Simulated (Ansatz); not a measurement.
**What a trial cell of TiB2 relaxes into**

Theory: DFT PBE, scalar-relativistic, plane waves, PAW in Ansatz 0.2.0. Cutoff 420 eV, Γ-centred k mesh, Gaussian smearing, no spin polarisation in the final step.

The start puts TiB2 on the CaCl2 structure type (Pnnm, No. 58), with Ti in place of Ca, B in place of Cl, at a guessed volume.

```
CELL_PARAMETERS angstrom
4.23285 0.00000 0.00000
0.00000 4.36173 0.00000
0.00000 0.00000 2.84903
ATOMIC_POSITIONS crystal
Ti 0.50000 0.50000 0.50000
Ti 0.00000 0.00000 0.00000
B 0.22500 0.82500 0.50000
B 0.72500 0.67500 0.00000
B 0.77500 0.17500 0.50000
B 0.27500 0.32500 0.00000
```

Cell and atoms relax at zero pressure; the relaxation can't lower the symmetry of the start. After a coarse first stage the cell is made exact in the group found at 0.06 Å.

Energies over the elements count from the elements' standard structures at the same level, with no empirical corrections.

Problem. What does it relax into?

Solution. It ends in Immm (No. 71). Conventional cell: a = 3.394 Å, b = 4.233 Å, c = 4.702 Å. Ti is coordinated by 8 B at 2.26–2.30 Å; B has 1 B at 1.60 Å.

Space group Immm (No. 71). a = 3.394 Å, b = 4.233 Å, c = 4.702 Å, α = 90.00°, β = 90.00°, γ = 90.00°
```tsv
atom	site	symmetry	x	y	z
Ti	2a	mmm	0.0000	0.0000	0.0000
B	4j	mm2	0.5000	0.0000	0.3299
```

Problem. What are its volume, energy, density and gap?

Solution. The volume per atom is 11.26 Å³ and the density is 3.42 g/cm³. The energy over the elements is 0.33 eV/atom and the gap on the 18×18×18 mesh is 0 eV (a metal).

The final run used a 18×18×18 mesh on its 3-atom cell and 0.10 eV smearing. For metals, differences of a few meV/atom aren't resolved. Symmetry constrained the relaxation, so the result can be a saddle point. The steps took of the order of 80 core-seconds in all.

Cost: 3 runs of about 1.3 core-minutes in all, on Intel Xeon 6975P-C (Granite Rapids) (shared hosts).